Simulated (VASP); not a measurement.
# Si (Fd-3m) in VASP: further runs

One crystal, Si, is run at these levels: PBE; tasks: band structure, Born charges and dielectric tensor.

Everything below comes from runs of VASP 6.6.1. Logs are shortened: lines on timing, memory, paths and dates and some standing lists are left out, and cuts for length are marked.

### 1 Starting point

The structure is cubic, space group Fd-3m (No. 227). Conventional cell: a = 5.469 Å, b = 5.469 Å, c = 5.469 Å, α = 90.00°, β = 90.00°, γ = 90.00°. Si (site symmetry -43m) is surrounded by 4 Si at 2.37 Å.

### 2 Band structure, PBE

POSCAR reads:

```
Si                                      
1.0
    0.0000000000      2.7343693065      2.7343693065
    2.7343693065      0.0000000000      2.7343693065
    2.7343693065      2.7343693065      0.0000000000
  Si            
     2
Direct
     0.7500000000000000    0.7500000000000000    0.7500000000000000
     0.5000000000000000    0.5000000000000000    0.5000000000000000
```

INCAR.step1 reads:

```
PREC     = Accurate       # precision mode
ENCUT    = 700            # plane-wave cutoff, eV
EDIFF    = 1E-7           # SCF threshold, eV
ISMEAR   = 0              # smearing method
SIGMA    = 0.02           # smearing width, eV
LREAL    = F              # projectors in reciprocal space
LASPH    = T              # aspherical terms in the spheres
NELM     = 60             # most SCF steps
ALGO     = Normal         # electronic algorithm
ISIF     = 2              # what is computed and relaxed
LWAVE    = F              # write WAVECAR
LCHARG   = T              # write CHGCAR
GGA      = PE             # functional
```

KPOINTS.step1 reads:

```
Automatic mesh
0
Gamma
  10 10 10
```

INCAR.step2 reads:

```
PREC     = Accurate       # precision mode
ENCUT    = 700            # plane-wave cutoff, eV
EDIFF    = 1E-7           # SCF threshold, eV
ISMEAR   = 0              # smearing method
SIGMA    = 0.05           # smearing width, eV
LREAL    = F              # projectors in reciprocal space
LASPH    = T              # aspherical terms in the spheres
NELM     = 60             # most SCF steps
ALGO     = Normal         # electronic algorithm
ISIF     = 2              # what is computed and relaxed
LWAVE    = F              # write WAVECAR
LCHARG   = F              # write CHGCAR
GGA      = PE             # functional
ICHARG   = 11             # starting density
```

KPOINTS.step2 reads:

```
path GXWKGLUWLK,UX
15
line-mode
reciprocal
 0.0000000000  0.0000000000  0.0000000000  G
 0.5000000000  0.0000000000  0.5000000000  X

 0.5000000000  0.0000000000  0.5000000000  X
 0.5000000000  0.2500000000  0.7500000000  W

 0.5000000000  0.2500000000  0.7500000000  W
 0.3750000000  0.3750000000  0.7500000000  K

 0.3750000000  0.3750000000  0.7500000000  K
 0.0000000000  0.0000000000  0.0000000000  G

 0.0000000000  0.0000000000  0.0000000000  G
 0.5000000000  0.5000000000  0.5000000000  L

 0.5000000000  0.5000000000  0.5000000000  L
 0.6250000000  0.2500000000  0.6250000000  U

 0.6250000000  0.2500000000  0.6250000000  U
 0.5000000000  0.2500000000  0.7500000000  W

 0.5000000000  0.2500000000  0.7500000000  W
 0.5000000000  0.5000000000  0.5000000000  L

 0.5000000000  0.5000000000  0.5000000000  L
 0.3750000000  0.3750000000  0.7500000000  K

 0.6250000000  0.2500000000  0.6250000000  U
 0.5000000000  0.0000000000  0.5000000000  X
```

Potentials or basis: VASP PAW PBE potentials, release 64 (Si).

Started as:

```sh
$ cat potpaw_PBE.64/Si/POTCAR > POTCAR
$ cp INCAR.step1 INCAR
$ cp KPOINTS.step1 KPOINTS
$ mpirun -np 1 vasp_std > vasp.out
$ cp INCAR.step2 INCAR
$ cp KPOINTS.step2 KPOINTS
$ mpirun -np 1 vasp_std > vasp.out
```

OUTCAR:

```text
PREC = Accurate
   ENCUT = 700
   EDIFF = 1E-7
   ISMEAR = 0
   LREAL = F
   LASPH = T
   NELM = 60
   ISIF = 2
   GGA = PE
   ICHARG = 11

 ion  position               nearest neighbor table
   1  0.750  0.750  0.750-   2 2.37   2 2.37   2 2.37   2 2.37
   2  0.500  0.500  0.500-   1 2.37   1 2.37   1 2.37   1 2.37

  LATTYP: Found a face centered cubic cell.
 ALAT       =     5.4687386130

  Lattice vectors:

 A1 = (   0.0000000000,   2.7343693065,   2.7343693065)
 A2 = (   2.7343693065,   0.0000000000,   2.7343693065)
 A3 = (   2.7343693065,   2.7343693065,   0.0000000000)

Analysis of symmetry for initial positions (statically):
=====================================================================
 Subroutine PRICEL returns:
 Original cell was already a primitive cell.

 Routine SETGRP: Setting up the symmetry group for a
 face centered cubic supercell.

 Subroutine GETGRP returns: Found 48 space group operations
 (whereof 24 operations were pure point group operations)
 out of a pool of 48 trial point group operations.

The static configuration has the point symmetry T_d .
 The point group associated with its full space group is O_h .

Analysis of symmetry for dynamics (positions and initial velocities):
=====================================================================
 Subroutine PRICEL returns:
 Original cell was already a primitive cell.

 Routine SETGRP: Setting up the symmetry group for a
 face centered cubic supercell.

 Subroutine GETGRP returns: Found 48 space group operations
 (whereof 24 operations were pure point group operations)
 out of a pool of 48 trial point group operations.

The dynamic configuration has the point symmetry T_d .
 The point group associated with its full space group is O_h .

 Subroutine INISYM returns: Found 48 space group operations
 (whereof 24 operations are pure point group operations),
 and found     1 'primitive' translations

----------------------------------------------------------------------------------------

                                     Primitive cell

  volume of cell :      40.8885

  direct lattice vectors                    reciprocal lattice vectors
     0.000000000  2.734369307  2.734369307    -0.182857524  0.182857524  0.182857524
     2.734369307  0.000000000  2.734369307     0.182857524 -0.182857524  0.182857524
     2.734369307  2.734369307  0.000000000     0.182857524  0.182857524 -0.182857524

  length of vectors
     3.866982158  3.866982158  3.866982158     0.316718521  0.316718521  0.316718521

  position of ions in fractional coordinates (direct lattice)
     0.750000000  0.750000000  0.750000000
     0.500000000  0.500000000  0.500000000

  ion indices of the primitive-cell ions
   primitive index   ion index
                 1           1
                 2           2

----------------------------------------------------------------------------------------

 KPOINTS: path GXWKGLUWLK,UX

Interpolating k-points between supplied coordinates.

 Line segments in fractional coordinates (reciprocal lattice):
    0.000000  0.000000  0.000000  ...  0.500000  0.000000  0.500000
    0.500000  0.000000  0.500000  ...  0.500000  0.250000  0.750000
    0.500000  0.250000  0.750000  ...  0.375000  0.375000  0.750000
    0.375000  0.375000  0.750000  ...  0.000000  0.000000  0.000000
    0.000000  0.000000  0.000000  ...  0.500000  0.500000  0.500000
    0.500000  0.500000  0.500000  ...  0.625000  0.250000  0.625000
    0.625000  0.250000  0.625000  ...  0.500000  0.250000  0.750000
    0.500000  0.250000  0.750000  ...  0.500000  0.500000  0.500000
    0.500000  0.500000  0.500000  ...  0.375000  0.375000  0.750000
    0.625000  0.250000  0.625000  ...  0.500000  0.000000  0.500000

 Generated    15 points on each line segment, for a total of    150 k-points:

 Following reciprocal coordinates:
            Coordinates               Weight
  0.000000  0.000000  0.000000      0.006667
  0.035714  0.000000  0.035714      0.006667
  0.071429  0.000000  0.071429      0.006667
  0.107143  0.000000  0.107143      0.006667
  0.142857  0.000000  0.142857      0.006667
  0.178571  0.000000  0.178571      0.006667
[... 16 lines left out ...]
  0.500000  0.125000  0.625000      0.006667
  0.500000  0.142857  0.642857      0.006667
 [... further k-points ...]
   k-points           NKPTS =    150   k-points in BZ     NKDIM =    150   number of bands    NBANDS=      8
   number of dos      NEDOS =    301   number of ions     NIONS =      2
   total plane-waves  NPLWV =  46656
   dimension x,y,z NGX =    36 NGY =   36 NGZ =   36
   dimension x,y,z NGXF=    72 NGYF=   72 NGZF=   72
   ions per type =               2
   NGX,Y,Z   is equivalent  to a cutoff of  15.48, 15.48, 15.48 a.u.
   NGXF,Y,Z  is equivalent  to a cutoff of  30.95, 30.95, 30.95 a.u.
 SYSTEM =  unknown system
   PREC   = accura    normal or accurate (medium, high low for compatibility)
   ISTART =      0    job   : 0-new  1-cont  2-samecut
   ICHARG =     11    charge: 1-file 2-atom 10-const
   ISPIN  =      1    spin polarized calculation?
   LNONCOLLINEAR =      F non collinear calculations
   LSORBIT =      F    spin-orbit coupling
   LASPH  =      T    aspherical Exc in radial PAW
   ENCUT  =  700.0 eV  51.45 Ry    7.17 a.u.   8.34  8.34  8.34*2*pi/ulx,y,z
   NELM   =     60;   NELMIN=  2; NELMDL=  0     # of ELM steps
   EDIFF  = 0.1E-06   stopping-criterion for ELM
   LREAL  =      F    real-space projection
   EDIFFG = 0.1E-05   stopping-criterion for IOM
   NSW    =      0    number of steps for IOM
   IBRION =     -1    ionic relax: 0-MD 1-quasi-New 2-CG
   NFREE  =      0    steps in history (QN), initial steepest desc. (CG)
   ISIF   =      2    stress and relaxation
   ISYM   =      2    0-nonsym 1-usesym 2-fastsym
   POTIM  = 0.5000    time-step for ionic-motion
   TEBEG  =    0.0;   TEEND  =   0.0 temperature during run
   PSTRESS=    0.0 pullay stress
   NELECT =       8.0000    total number of electrons
   NUPDOWN=      -1.0000    fix difference up-down
   EMIN   =  10.00;   EMAX   =-10.00  energy-range for DOS
   EFERMI =   0.00;   METHOD = LEGACY
   ISMEAR =     0;   SIGMA  =   0.05  broadening in eV -4-tet -1-fermi 0-gaus
   EFERMI_NEDOS =   21; number of points for ismear=-14 and -15
   IALGO  =     38    algorithm
   IMIX   =      4    mixing-type and parameters
     AMIX     =   0.40;   BMIX     =  1.00
     AMIX_MAG =   1.60;   BMIX_MAG =  1.00
  volume/ion in A,a.u.               =      20.44       137.96
  Fermi-wavevector in a.u.,A,eV,Ry     =   0.950395  1.795987 12.289482  0.903251
  Thomas-Fermi vector in A             =   2.078768
   LORBIT       =      0    0 simple, 1 ext, 2 COOP (PROOUT), +10 PAW based schemes
   GGA     = PE    functional components
   LHFCALC =     F    Hartree Fock is set to
   AEXX    =    0.0000 exact exchange contribution
   IVDW    =     0    specifies the selected vdW correction
   LEPSILON=     F    determine dielectric tensor
   LRPA    =     F    only Hartree local field effects (RPA)
 non-spin polarized calculation
 Gauss-broadening in eV      SIGMA  =   0.05
  energy-cutoff  :      700.00
  volume of cell :       40.89
 maximum number of plane-waves:      1759
 NGX is ok and might be reduce to    36

 number of electron       8.0000000 magnetization

 Free energy of the ion-electron system (eV)
  ---------------------------------------------------
  ext. energy  EPLUGINS =         0.00000000
  ---------------------------------------------------
  free energy    TOTEN  =       -11.02284702 eV

  energy without entropy =      -11.02284702  energy(sigma->0) =      -11.02284702

 E-fermi :   5.8802     XC(G=0):  -9.3271

 val. band max:        5.6161014872   @ k =   0.0000   0.0000   0.0000
 cond. band min:       6.2279637541   @ k =   0.4286   0.0000   0.4286
 fundamental gap:      0.6118622669
 Fermi energy:         5.8802465959

 k-point     1 :       0.0000    0.0000    0.0000
  band No.  band energies     occupation
      1      -6.1984      2.00000
      2       5.6161      2.00000
      3       5.6161      2.00000
      4       5.6161      2.00000
      5       8.1730      0.00000
      6       8.1730      0.00000
      7       8.1730      0.00000
      8       8.7501      0.00000

 k-point     2 :       0.0357    0.0000    0.0357
  band No.  band energies     occupation
      1      -6.1765      2.00000
      2       5.4625      2.00000
      3       5.5254      2.00000
      4       5.5254      2.00000
      5       8.1192      0.00000
      6       8.2907      0.00000
      7       8.2907      0.00000
      8       8.8999      0.00000

 k-point     3 :       0.0714    0.0000    0.0714
  band No.  band energies     occupation
      1      -6.1107      2.00000
      2       5.0705      2.00000
      3       5.2937      2.00000
      4       5.2937      2.00000
      5       7.9700      0.00000
      6       8.6033      0.00000
      7       8.6033      0.00000
      8       9.2669      0.00000

 k-point     4 :       0.1071    0.0000    0.1071
  band No.  band energies     occupation
      1      -6.0013      2.00000
      2       4.5500      2.00000
      3       4.9912      2.00000
      4       4.9912      2.00000
      5       7.7544      0.00000
      6       9.0398      0.00000
      7       9.0398      0.00000
      8       9.6816      0.00000

 k-point     5 :       0.1429    0.0000    0.1429
  band No.  band energies     occupation
      1      -5.8486      2.00000
      2       3.9678      2.00000
      3       4.6665      2.00000
      4       4.6665      2.00000
      5       7.5040      0.00000
      6       9.5503      0.00000
      7       9.5503      0.00000
      8       9.9060      0.00000
[... 177 lines left out ...]
 k-point    22 :       0.5000    0.1071    0.6071
  band No.  band energies     occupation
      1      -2.0732      2.00000
      2      -2.0732      2.00000
      3       2.3837      2.00000
      4       2.3837      2.00000
      5       7.3112      0.00000
      6       7.3112      0.00000
      7      13.8232      0.00000
      8      13.8232      0.00000

 k-point    23 :       0.5000    0.1250    0.6250
  band No.  band energies     occupation
      1      -2.0562      2.00000
      2      -2.0562      2.00000
      3       2.2770      2.00000
      4       2.2770      2.00000
      5       7.6023      0.00000
      6       7.6023      0.00000
      7      13.3684      0.00000
      8      13.3684      0.00000

 k-point    24 :       0.5000    0.1429    0.6429
  band No.  band energies     occupation
      1      -2.0389      2.00000
      2      -2.0389      2.00000
      3       2.1759      2.00000
      4       2.1759      2.00000
      5       7.9173      0.00000
      6       7.9173      0.00000
      7      12.9107      0.00000
      8      12.9107      0.00000

 [... further k-points ...]

------------------------ aborting loop because EDIFF is reached ----------------------------------------

  FORCE on cell =-STRESS in cart. coord.  units (eV):
  Direction    XX          YY          ZZ          XY          YZ          ZX
  --------------------------------------------------------------------------------------
  -------------------------------------------------------------------------------------
  Total       -0.2135963     -0.2135963     -0.2135963      0.0000000      0.0000000     -0.0000000
  in kB       -8.3695634     -8.3695634     -8.3695634      0.0000000      0.0000000     -0.0000000
  external PRESSURE =      -8.3695634 kB  Pullay stress =       0.0000000 kB

 VOLUME and BASIS-vectors are now :
 -----------------------------------------------------------------------------
  energy-cutoff  :      700.00
  volume of cell :       40.89
      direct lattice vectors                 reciprocal lattice vectors
     0.000000000  2.734369307  2.734369307    -0.182857524  0.182857524  0.182857524
     2.734369307  0.000000000  2.734369307     0.182857524 -0.182857524  0.182857524
     2.734369307  2.734369307  0.000000000     0.182857524  0.182857524 -0.182857524

 POSITION                                       TOTAL-FORCE (eV/Angst)
 -----------------------------------------------------------------------------------
      4.10155      4.10155      4.10155        -0.000000     -0.000000     -0.000000
      2.73437      2.73437      2.73437         0.000000      0.000000      0.000000
 -----------------------------------------------------------------------------------
    total drift:                                0.000000      0.000000      0.000000

  FREE ENERGIE OF THE ION-ELECTRON SYSTEM (eV)
  ---------------------------------------------------
  free  energy   TOTEN  =       -11.0228470160 eV

  energy  without entropy=      -11.0228470160  energy(sigma->0) =      -11.02284702
```

Wall time 62 s (1 thread of Intel Xeon Platinum 8488C (Sapphire Rapids), shared host); peak memory 0.21 GiB.

Results:

```yaml
Band_gap_on_the_k_mesh: 0.62 eV, indirect (least direct gap 2.56 eV)
Band_gap_along_the_path: 0.61 eV, indirect (least direct gap 2.56 eV)
```

Levels at the corners of the path, in eV from the valence-band top:
```
point  band 1  band 2  band 3  band 4  band 5  band 6  band 7  band 8
    Γ  -11.81    0.00    0.00    0.00    2.56    2.56    2.56    3.13
    X   -7.75   -7.75   -2.79   -2.79    0.75    0.75    9.94    9.94
    X   -7.75   -7.75   -2.79   -2.79    0.75    0.75    9.94    9.94
    W   -7.59   -7.59   -3.76   -3.76    4.27    4.27    4.93    4.93
    W   -7.59   -7.59   -3.76   -3.76    4.27    4.27    4.93    4.93
    K   -8.16   -7.16   -4.20   -2.38    1.23    4.11    7.38    7.92
    K   -8.16   -7.16   -4.20   -2.38    1.23    4.11    7.38    7.93
    Γ  -11.81    0.00    0.00    0.00    2.56    2.56    2.56    3.13
    Γ  -11.81    0.00    0.00    0.00    2.56    2.56    2.56    3.13
    L   -9.54   -6.87   -1.18   -1.18    1.47    3.35    3.35    7.70
    L   -9.54   -6.87   -1.18   -1.18    1.47    3.35    3.35    7.70
    U   -8.16   -7.16   -4.20   -2.38    1.23    4.11    7.38    7.92
    U   -8.16   -7.16   -4.20   -2.38    1.23    4.11    7.38    7.92
    W   -7.59   -7.59   -3.76   -3.76    4.27    4.27    4.93    4.93
    W   -7.59   -7.59   -3.76   -3.76    4.27    4.27    4.93    4.93
    L   -9.54   -6.87   -1.18   -1.18    1.47    3.35    3.35    7.70
    L   -9.54   -6.87   -1.18   -1.18    1.47    3.35    3.35    7.70
    K   -8.16   -7.16   -4.20   -2.38    1.23    4.11    7.38    7.93
    U   -8.16   -7.16   -4.20   -2.38    1.23    4.11    7.38    7.92
    X   -7.75   -7.75   -2.79   -2.79    0.75    0.75    9.94    9.94
```

Caveat: the log is that of the step along the path at fixed density, whose energy, stress, charges and moments have no meaning.

[end of part 1 of 2]
